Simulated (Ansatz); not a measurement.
# InP: a line through a two-coordinate scan

Aim: follow the energy of InP (Fm-3m, No. 225; 2 atoms in the cell) along one coordinate, strain +e along z and -e/2 along x and y, with the other held at strain +e along x and -e along y = −1.33 %.

Method: DFT PBE, scalar-relativistic, plane waves, PAW, in Ansatz 0.2.0.

## 1. The structure to begin with

It takes space group Fm-3m (No. 225, cubic). Conventional cell: a = 5.540 Å, b = 5.540 Å, c = 5.540 Å, α = 90.00°, β = 90.00°, γ = 90.00°. Around In (site symmetry m-3m) lie 6 P at 2.77 Å. P (site symmetry m-3m) is surrounded by 6 In at 2.77 Å.

Structure file:

```xyz
2
Lattice="0.0000 2.7702 2.7702 2.7702 0.0000 2.7702 2.7702 2.7702 0.0000" Properties=species:S:1:pos:R:3 pbc="T T T"
In    0.0000    0.0000    0.0000
P     2.7702    2.7702    2.7702
```

It is the result of an earlier relaxation at this level (volume 21.26 Å³/atom; gap on the mesh: none (metal)).

## 2. What is varied

The energy is mapped over two homogeneous strains (x along [1 0 0], y along [0 1 0], z along [0 0 1] of the conventional cell).

The axes are (1) strain +e along x and -e along y: 7 values from −4.00 %; (2) strain +e along z and -e/2 along x and y: 7 values from −4.00 %.

Nothing else is relaxed (symmetry fixes all fractional coordinates). Energies count from the relaxed crystal. Points are written as (first, second).

## 3. The run at (−1.33 %, −4.00 %)

Input file input.yaml:

```yaml
crystal:
  lattice:
    - [0.0, 2.8624067564, 2.659353998]
    - [2.7887204894, 0.0, 2.659353998]
    - [2.7887204894, 2.8624067564, 0.0]
  atoms:
    - { symbol: In, position: [0.0, 0.0, 0.0] }
    - { symbol: P, position: [0.5, 0.5, 0.5] }
basis:
  ecutwfc: 420
kpoints:
  mp_grid: { grid: [18, 18, 18] }
hamiltonian:
  xc: pbe
scf:
  occupations: { method: gaussian, width: 0.15 }
output:
  forces: true
  stress: true
  eigenvalues: true
```

On the command line:

```bash
ansatz run input.yaml --threads 1 --pin off --max-ram 2048MiB --backend cpu --events-out ev --progress --plain --runs-dir out
```

What it wrote, cut to the lines that bear on the results:

```text
Warning: RAYON_NUM_THREADS=1 ignored (pool sized by the plan → 1); use --threads N
[...]
Pseudopotentials: kind: paw
Pseudopotential: In, paw, valence charge 13, recommended cutoff 420 eV (normal), In.paw.azcp
Pseudopotential: P, paw, valence charge 5, recommended cutoff 420 eV (normal), P.paw.azcp
Functional definition: PBE
[...]
Crystal: 2 atoms, lattice volume = 42.456 Å³
Basis set: ecut = 420 eV, 837 PW (Γ), exchange–correlation on 54×54×54 points (8 copies of the dense FFT grid, shifted against one another)
Bands: 13, of which v1, the nominal top of the filled ones, is band 9 counted from 1 (8 counted from 0)
Symmetry: 8 space group operations
Space group: Fmmm (ITA 69), of the structure as read, at distance tolerance 3.5e-5 Å
k-points: 865 of 5832
[...]
SCF iter   1: F=—  HF=-6353.483293 eV  |F-HF|=—  |Δ(HF+E_count)|=         —  Δρ=2.67e-3  dr2=6.27e-3  ethr=1.77e-3  ⟨swp⟩=5.7  Hψ=69418  notcnv=0
[...]
SCF iter   7: F=-6353.480591 eV  HF=-6353.480591 eV  |F-HF|=3.41e-9  |Δ(HF+E_count)|=   3.20e-8  Δρ=3.31e-6  dr2=5.21e-9  ethr=5.56e-10  ⟨swp⟩=6.7  Hψ=56216  notcnv=0
[...]
SCF converged after 7 iterations
Free energy (F): -6353.480591 eV
[...]
E sigma→0 (E₀):  -6353.473694 eV
Entropy (-TS):   -0.013794 eV (-6.897 meV/atom)
Fermi energy:    9.193751 eV
[...]
--- Forces (eV/Å), atoms counted from 1 ---
  atom   1  In     0.00000000    -0.00000000     0.00000000
  atom   2  P      0.00000000    -0.00000000     0.00000000
[...]
--- Stress (GPa, compression-positive) ---
       -0.680975       0.000000      -0.000000
        0.000000      -2.709552      -0.000000
       -0.000000      -0.000000       5.540973
  P = ⅓ Tr σ = 0.7168 GPa (7.168 kbar)
--- Band table (eV; the first three rows and the last of 865) ---
  k-point 0: bands = ["-5.0730", "-5.0407", "-5.0355", "-5.0258", "-4.9980", "-2.8202", "8.5074", "8.9850", "9.1943", "9.7531", "16.0602", "16.2546", "16.5806"]
[...]
```

Run time: 14 s. Hardware: 1 thread of Intel Xeon 6975P-C (Granite Rapids), shared host; peak memory 0.74 GiB.

That is 20.9 meV/atom from the zero.

## 4. Changing settings: eigensolver.kind davidson

input.yaml: that of step 3 with these lines changed.

```diff
@@ -16,5 +16,6 @@
   occupations: { method: gaussian, width: 0.15 }
+  eigensolver: { kind: davidson }
 output:
   forces: true
+  eigenvalues: true
   stress: true
-  eigenvalues: true
```

On the command line:

```bash
ansatz run input.yaml --threads 1 --pin off --max-ram 2048MiB --backend cpu --events-out ev --progress --plain --runs-dir out
```

What it wrote, cut to the lines that bear on the results:

```text
Warning: RAYON_NUM_THREADS=1 ignored (pool sized by the plan → 1); use --threads N
[...]
[... 4 set-up lines as earlier in the session ...]
[...]
Crystal: 2 atoms, lattice volume = 42.456 Å³
Basis set: ecut = 420 eV, 837 PW (Γ), exchange–correlation on 54×54×54 points (8 copies of the dense FFT grid, shifted against one another)
Bands: 13, of which v1, the nominal top of the filled ones, is band 9 counted from 1 (8 counted from 0)
[... 2 set-up lines as earlier in the session ...]
k-points: 865 of 5832
[...]
SCF iter   1: F=—  HF=-6353.481945 eV  |F-HF|=—  |Δ(HF+E_count)|=         —  Δρ=2.71e-3  dr2=6.28e-3  ethr=1.77e-3  ⟨swp⟩=9.4  Hψ=54538  notcnv=6
[...]
the search or the solves at the SCF's close seem to have found levels that the self-consistency loop had missed (the run counts 5). By its estimate they hold under 1e-12 electrons; where the run keeps them, the occupations were computed again with them
[...]
SCF converged after 6 iterations
Free energy (F): -6353.480591 eV
[...]
E sigma→0 (E₀):  -6353.473694 eV
Entropy (-TS):   -0.013794 eV (-6.897 meV/atom)
Fermi energy:    9.193736 eV
[...]
--- Forces (eV/Å), atoms counted from 1 ---
  atom   1  In     0.00000000     0.00000000    -0.00000000
  atom   2  P      0.00000000     0.00000000     0.00000000
[...]
--- Stress (GPa, compression-positive) ---
       -0.680944       0.000000      -0.000000
        0.000000      -2.709527      -0.000000
       -0.000000      -0.000000       5.541017
  P = ⅓ Tr σ = 0.7168 GPa (7.168 kbar)
--- Band table (eV; the first three rows and the last of 865) ---
  k-point 0: bands = ["-5.0731", "-5.0407", "-5.0356", "-5.0258", "-4.9981", "-2.8203", "8.5074", "8.9850", "9.1943", "9.7530", "16.0602", "16.2546", "16.5806"]
[...]
```

Wall time 17 s (1 thread of Intel Xeon 6975P-C (Granite Rapids), shared host); peak memory 0.61 GiB.

| run | ending | energy change | pressure (GPa) | gap (eV) | force (eV/Å) | cycles | time |
| --- | --- | --- | --- | --- | --- | --- | --- |
| step 3 | converged | 0 | 0.7 | 0.00 | 0.00 | 7 | 14 s |
| variant | converged | 0.0 meV/atom | 0.7 | 0.00 | 0.00 | 6 | 17 s |

The changed solver doesn't alter the result here (within 0.5 meV/atom). Cost: 6 SCF cycles against 7.

## 5. Grid point (−1.33 %, −2.67 %)

input.yaml: that of step 3 with these lines changed.

```diff
@@ -2,5 +2,5 @@
   lattice:
-    - [0.0, 2.8624067564, 2.659353998]
-    - [2.7887204894, 0.0, 2.659353998]
-    - [2.7887204894, 2.8624067564, 0.0]
+    - [0.0, 2.8439851896, 2.6961971315]
+    - [2.7702989226, 0.0, 2.6961971315]
+    - [2.7702989226, 2.8439851896, 0.0]
   atoms:
```

On the command line:

```bash
ansatz run input.yaml --threads 1 --pin off --max-ram 2048MiB --backend cpu --events-out ev --progress --plain --runs-dir out
```

What it wrote:

```text
Warning: RAYON_NUM_THREADS=1 ignored (pool sized by the plan → 1); use --threads N
Engine: ansatz 0.2.0, x86_64-unknown-linux-gnu
[... 4 set-up lines as earlier in the session ...]
  parameter kappa = 0.804
  parameter beta = 0.06672455060314922
  exchange = pbe_x(kappa = kappa, mu = beta*pi^2/3)
  correlation = pbe_c(beta = beta)
Crystal: 2 atoms, lattice volume = 42.485 Å³
Basis set: ecut = 420 eV, 845 PW (Γ), exchange–correlation on 54×54×54 points (8 copies of the dense FFT grid, shifted against one another)
Bands: 13, of which v1, the nominal top of the filled ones, is band 9 counted from 1 (8 counted from 0)
[... 2 set-up lines as earlier in the session ...]
k-points: 865 of 5832
Non-local potential: In, projectors of the file, l = 0: 2, l = 1: 2, l = 2: 2, l = 3: 2
Non-local potential: P, projectors of the file, l = 0: 2, l = 1: 2, l = 2: 2
PAW form: soft (Blöchl's): semilocal exchange-correlation on the pseudo side does not see the compensation charge
PAW one-centre angular grid: In, 590 points (default); XC on 64 Gauss nodes
PAW one-centre angular grid: P, 110 points (default); XC on 64 Gauss nodes
Initial density: superposition of atomic densities (neutral atoms: chi_scale 0, normalization atom), corrected by the library's trained network
Initial wavefunctions: pseudopotential atomic-orbital guess
Functional: x = pbe(κ = 0.804, μ = 0.2195149727645171), c = pbe(β = 0.06672455060314922)
SCF iter   1: F=—  HF=-6353.504487 eV  |F-HF|=—  |Δ(HF+E_count)|=         —  Δρ=2.64e-3  dr2=6.17e-3  ethr=1.77e-3  ⟨swp⟩=5.7  Hψ=69131  notcnv=0
preconditioner: auto → Kerker (q_TF=auto, 2.364 Å⁻¹)  [metal: Δε(μ)=0.007 eV  Ē_g=14.778 eV  σ=0.150 eV  W_gap=0.03  n_scr=14 (ndim 8)  ℏωp=24.2 eV  f_vac=0.000  D(μ)=1.22/eV (n_scr^D=12)]
SCF iter   2: F=—  HF=-6353.502183 eV  |F-HF|=—  |Δ(HF+E_count)|=   2.30e-3  Δρ=1.53e-3  dr2=1.63e-3  ethr=3.43e-5  ⟨swp⟩=2.5  Hψ=25289  notcnv=0
SCF iter   3: F=—  HF=-6353.501830 eV  |F-HF|=—  |Δ(HF+E_count)|=   3.53e-4  Δρ=4.82e-4  dr2=1.17e-4  ethr=9.08e-6  ⟨swp⟩=2.8  Hψ=17675  notcnv=0
SCF iter   4: F=—  HF=-6353.501827 eV  |F-HF|=—  |Δ(HF+E_count)|=   2.85e-6  Δρ=2.43e-4  dr2=1.80e-5  ethr=6.51e-7  ⟨swp⟩=2.4  Hψ=14864  notcnv=0
SCF iter   5: F=—  HF=-6353.501838 eV  |F-HF|=—  |Δ(HF+E_count)|=   1.12e-5  Δρ=7.90e-5  dr2=2.32e-6  ethr=1.00e-7  ⟨swp⟩=2.0  Hψ=19484  notcnv=0
SCF iter   6: F=—  HF=-6353.501838 eV  |F-HF|=—  |Δ(HF+E_count)|=   1.10e-7  Δρ=2.40e-5  dr2=2.49e-7  ethr=1.29e-8  ⟨swp⟩=2.4  Hψ=20143  notcnv=0
SCF iter   7: F=-6353.501838 eV  HF=-6353.501838 eV  |F-HF|=3.25e-9  |Δ(HF+E_count)|=   2.95e-8  Δρ=3.18e-6  dr2=4.87e-9  ethr=5.56e-10  ⟨swp⟩=6.7  Hψ=56365  notcnv=0
SCF 1 converged in 7 iterations: F = -6353.501838 eV  dr2 = 4.87e-9
SCF converged after 7 iterations
Free energy (F): -6353.501838 eV
Harris-Foulkes:  -6353.501838 eV  (|F-HF|=3.25e-9)
Internal energy: -6353.488068 eV  (E = F + TS)
E sigma→0 (E₀):  -6353.494953 eV
Entropy (-TS):   -0.013771 eV (-6.885 meV/atom)
Fermi energy:    9.185768 eV
--- Per-component energies (eV) ---
  E_band       = -13.839894
  E_kinetic    = 311.929291
  E_local      = -1196.502582  (includes V_loc(G=0)·N_el)
  E_nonlocal   = 401.583359
  E_hartree    = 470.119896
  E_xc         = -276.172503
  E_vxc        = -159.357637  (∫ρ·V_xc dr)
  E_paw        = -4724.849596  (= ΣΔE_a)
  E_vpaw       = -311.734934  (= ΣTr[D̂ρ^β])
  E_aug_tail   = 0.000029  (compensation charges beyond the density's cutoff)
  E_ewald      = -1339.595961
  E_smearing   = -0.013771  (= −TS)
  E_closure    = -0.000000  (closes the sum)
  Σ components = -6353.501838   (vs F -6353.501838, Δ=0.00e0)
--- Forces (eV/Å), atoms counted from 1 ---
  atom   1  In     0.00000000     0.00000000     0.00000000
  atom   2  P      0.00000000     0.00000000    -0.00000000
  max |Σ_I F_I| component: 2.96e-31 eV/Å
--- Stress (GPa, compression-positive) ---
       -0.054804       0.000000       0.000000
        0.000000      -2.314055       0.000000
        0.000000       0.000000       3.432896
  P = ⅓ Tr σ = 0.3547 GPa (3.547 kbar)
--- Band table (eV; the first three rows and the last of 865) ---
  k-point 0: bands = ["-5.0574", "-5.0396", "-5.0378", "-5.0228", "-5.0071", "-2.8257", "8.6380", "8.9078", "9.1311", "9.7197", "16.0839", "16.2773", "16.4651"]
  k-point 1: bands = ["-5.0587", "-5.0410", "-5.0360", "-5.0216", "-5.0062", "-2.7875", "8.2489", "8.8015", "9.0578", "10.2450", "15.9064", "16.0710", "16.3912"]
  k-point 2: bands = ["-5.0630", "-5.0457", "-5.0308", "-5.0172", "-5.0029", "-2.6736", "7.4000", "8.8177", "9.0478", "10.9465", "15.2763", "15.6761", "16.2190"]
  k-point 864: bands = ["-5.3841", "-5.0674", "-4.9819", "-4.9142", "-4.9043", "0.5865", "4.2325", "6.4358", "6.5828", "6.8905", "12.9078", "18.5277", "19.3010"]
```

Wall time 14 s (1 thread of Intel Xeon 6975P-C (Granite Rapids), shared host); peak memory 0.75 GiB.

Energy on the map's scale: 10.2 meV/atom.

## 6. Point (−1.33 %, −1.33 %)

input.yaml: that of step 5 with these lines changed.

```diff
@@ -2,5 +2,5 @@
   lattice:
-    - [0.0, 2.8439851896, 2.6961971315]
-    - [2.7702989226, 0.0, 2.6961971315]
-    - [2.7702989226, 2.8439851896, 0.0]
+    - [0.0, 2.8254251149, 2.7333172811]
+    - [2.7517388478, 0.0, 2.7333172811]
+    - [2.7517388478, 2.8254251149, 0.0]
   atoms:
@@ -20 +20,5 @@
   eigenvalues: true
+  write_density: true
+  write_potential: true
+  elf: true
+  volumetric_format: npy
```

On the command line:

```bash
ansatz run input.yaml --threads 1 --pin off --max-ram 2048MiB --backend cpu --events-out ev --progress --plain --runs-dir out
```

What it wrote, cut to the lines that bear on the results:

```text
[...]
SCF converged after 7 iterations
Free energy (F): -6353.513890 eV
[...]
E sigma→0 (E₀):  -6353.507039 eV
Entropy (-TS):   -0.013702 eV (-6.851 meV/atom)
Fermi energy:    9.178452 eV
[...]
--- Forces (eV/Å), atoms counted from 1 ---
  atom   1  In     0.00000000     0.00000000     0.00000000
  atom   2  P      0.00000000    -0.00000000    -0.00000000
[...]
--- Stress (GPa, compression-positive) ---
        0.721202      -0.000000      -0.000000
       -0.000000      -1.839941      -0.000000
       -0.000000      -0.000000       1.567232
  P = ⅓ Tr σ = 0.1495 GPa (1.495 kbar)
--- Band table (eV; the first three rows and the last of 865) ---
  k-point 0: bands = ["-5.0463", "-5.0424", "-5.0336", "-5.0185", "-5.0146", "-2.8290", "8.7672", "8.8332", "9.0692", "9.6997", "16.1181", "16.3100", "16.3569"]
[...]
```

It took 18 s on 1 thread of Intel Xeon 6975P-C (Granite Rapids), shared host; peak memory 0.73 GiB.

Axes a, b and c in the maps are those of this run's conventional cell (a, b, c = 5.467, 5.503, 5.651 Å).

Density in a lattice plane of the grid's cell (edges 5.47 and 5.65 Å, at 0.000 of the third edge), which holds In and P.

Ten even steps from ' ' (0.03 e/Å³) to '@' (13.07 e/Å³):
```
##++--..                                  ..--++
--::..                                      ..::
                                                
                                                
                                                
                                                
                                                
                    ..::--::..                  
                  ..--++##++--..                
                  ..==##@@##==..                
                  ..--++##++--..                
                    ..::--::..                  
                                                
                                                
                                                
                                                
                                                
--::..                                      ..::
##++--..                                  ..--++
@@##==..                                  ..==##
```
Columns run along the first of these edges and rows up along the second, over one cell in 24 and 20 even steps from the bottom left corner. Atoms in the plane (fractional): In at (0.00, 0.00), In at (0.50, 0.50), P at (0.00, 0.50), P at (0.50, 0.00).

ELF in the same plane.

Ten even steps from ' ' (0.00) to '@' (0.85):
```
    ..::::::++%%@@@@++..  ..++@@@@%%++::::::..  
....::::::::==##@@@@%%##**##%%@@@@##==::::::::..
::::::::::::--++##%%@@@@@@@@@@%%##++--::::::::::
::::::::::....--==**%%%%%%%%%%**==--....::::::::
++++==--::......::--==++++++==--::......::--==++
%%%%%%**==--....::::::::::::::::::....--==**%%%%
@@@@@@%%##++--::::::::::::::::::::::--++##%%@@@@
**##%%@@@@##==::::::::......::::::::==##@@@@%%##
  ..++@@@@%%++::::::..      ..::::::++%%@@@@++..
    --%%@@%%++::::::          ::::::++%%@@%%--  
  ..++@@@@%%++::::::..      ..::::::++%%@@@@++..
**##%%@@@@##==::::::::......::::::::==##@@@@%%##
@@@@@@%%##++--::::::::::::::::::::::--++##%%@@@@
%%%%%%**==--....::::::::::::::::::....--==**%%%%
++++==--::......::--==++++++==--::......::--==++
::::::::::....--==**%%%%%%%%%%**==--....::::::::
::::::::::::--++##%%@@@@@@@@@@%%##++--::::::::::
....::::::::==##@@@@%%##**##%%@@@@##==::::::::..
    ..::::::++%%@@@@++..  ..++@@@@%%++::::::..  
      ::::::++%%@@%%--      --%%@@%%++::::::    
```
Columns run along the first of these edges and rows up along the second, over one cell in 24 and 20 even steps from the bottom left corner. Atoms in the plane (fractional): In at (0.00, 0.00), In at (0.50, 0.50), P at (0.00, 0.50), P at (0.50, 0.00).

Both are smooth fields of the valence electrons: close to the nuclei they are not physical.

Outside the cores ELF peaks at 0.85 in the shell around P, 0.8 Å from P.

Energy on the map's scale: 4.2 meV/atom.

## 7. The run at (−1.33 %, 0.00 %)

Input file input.yaml:

```yaml
crystal:
  lattice:
    - [0.0, 2.8070035481, 2.7701604146]
    - [2.7333172811, 0.0, 2.7701604146]
    - [2.7333172811, 2.8070035481, 0.0]
  atoms:
    - { symbol: In, position: [0.0, 0.0, 0.0] }
    - { symbol: P, position: [0.5, 0.5, 0.5] }
basis:
  ecutwfc: 420
kpoints:
  mp_grid: { grid: [18, 18, 18] }
hamiltonian:
  xc: pbe
scf:
  occupations: { method: gaussian, width: 0.15 }
output:
  forces: true
  stress: true
  eigenvalues: true
```

On the command line:

```bash
ansatz run input.yaml --threads 1 --pin off --max-ram 2048MiB --backend cpu --events-out ev --progress --plain --runs-dir out
```

What it wrote, cut to the lines that bear on the results:

```text
Warning: RAYON_NUM_THREADS=1 ignored (pool sized by the plan → 1); use --threads N
[...]
[... 4 set-up lines as earlier in the session ...]
[...]
Crystal: 2 atoms, lattice volume = 42.508 Å³
Basis set: ecut = 420 eV, 869 PW (Γ), exchange–correlation on 54×54×54 points (8 copies of the dense FFT grid, shifted against one another)
Bands: 13, of which v1, the nominal top of the filled ones, is band 9 counted from 1 (8 counted from 0)
[... 2 set-up lines as earlier in the session ...]
k-points: 865 of 5832
[...]
SCF iter   1: F=—  HF=-6353.519945 eV  |F-HF|=—  |Δ(HF+E_count)|=         —  Δρ=2.67e-3  dr2=6.40e-3  ethr=1.77e-3  ⟨swp⟩=5.7  Hψ=68797  notcnv=0
[...]
SCF iter   7: F=-6353.517229 eV  HF=-6353.517229 eV  |F-HF|=3.12e-9  |Δ(HF+E_count)|=   2.70e-8  Δρ=3.06e-6  dr2=4.73e-9  ethr=5.56e-10  ⟨swp⟩=6.8  Hψ=56196  notcnv=0
[...]
SCF converged after 7 iterations
Free energy (F): -6353.517229 eV
[...]
E sigma→0 (E₀):  -6353.510342 eV
Entropy (-TS):   -0.013775 eV (-6.888 meV/atom)
Fermi energy:    9.175102 eV
[...]
--- Forces (eV/Å), atoms counted from 1 ---
  atom   1  In     0.00000000    -0.00000000     0.00000000
  atom   2  P     -0.00000000     0.00000000    -0.00000000
[...]
--- Stress (GPa, compression-positive) ---
        1.590367       0.000000      -0.000000
        0.000000      -1.297768      -0.000000
       -0.000000      -0.000000      -0.021848
  P = ⅓ Tr σ = 0.0903 GPa (0.903 kbar)
--- Band table (eV; the first three rows and the last of 865) ---
  k-point 0: bands = ["-5.0462", "-5.0399", "-5.0297", "-5.0221", "-5.0144", "-2.8299", "8.7635", "8.8929", "9.0112", "9.6933", "16.1618", "16.2578", "16.3521"]
[...]
```

Wall time 14 s (1 thread of Intel Xeon 6975P-C (Granite Rapids), shared host); peak memory 0.73 GiB.

That is 2.6 meV/atom from the zero.

## 8. The run at (−1.33 %, 1.33 %)

input.yaml: that of step 7 with these lines changed.

```diff
@@ -2,5 +2,5 @@
   lattice:
-    - [0.0, 2.8070035481, 2.7701604146]
-    - [2.7333172811, 0.0, 2.7701604146]
-    - [2.7333172811, 2.8070035481, 0.0]
+    - [0.0, 2.7885819814, 2.8070035481]
+    - [2.7148957143, 0.0, 2.8070035481]
+    - [2.7148957143, 2.7885819814, 0.0]
   atoms:
```

On the command line:

```bash
ansatz run input.yaml --threads 1 --pin off --max-ram 2048MiB --backend cpu --events-out ev --progress --plain --runs-dir out
```

What it wrote, cut to the lines that bear on the results:

```text
[...]
SCF converged after 7 iterations
Free energy (F): -6353.512921 eV
[...]
E sigma→0 (E₀):  -6353.506001 eV
Entropy (-TS):   -0.013840 eV (-6.920 meV/atom)
Fermi energy:    9.177985 eV
[...]
--- Forces (eV/Å), atoms counted from 1 ---
  atom   1  In     0.00000000     0.00000000     0.00000000
  atom   2  P      0.00000000     0.00000000     0.00000000
[...]
--- Stress (GPa, compression-positive) ---
        2.489609       0.000000       0.000000
        0.000000      -0.708256       0.000000
        0.000000       0.000000      -1.303771
  P = ⅓ Tr σ = 0.1592 GPa (1.592 kbar)
--- Band table (eV; the first three rows and the last of 865) ---
  k-point 0: bands = ["-5.0511", "-5.0386", "-5.0302", "-5.0264", "-5.0110", "-2.8285", "8.6991", "8.9573", "9.0149", "9.7001", "16.1670", "16.2152", "16.4037"]
[...]
```

It took 14 s on 1 thread of Intel Xeon 6975P-C (Granite Rapids), shared host; peak memory 0.74 GiB.

That is 4.7 meV/atom from the zero.

[end of part 1 of 2]
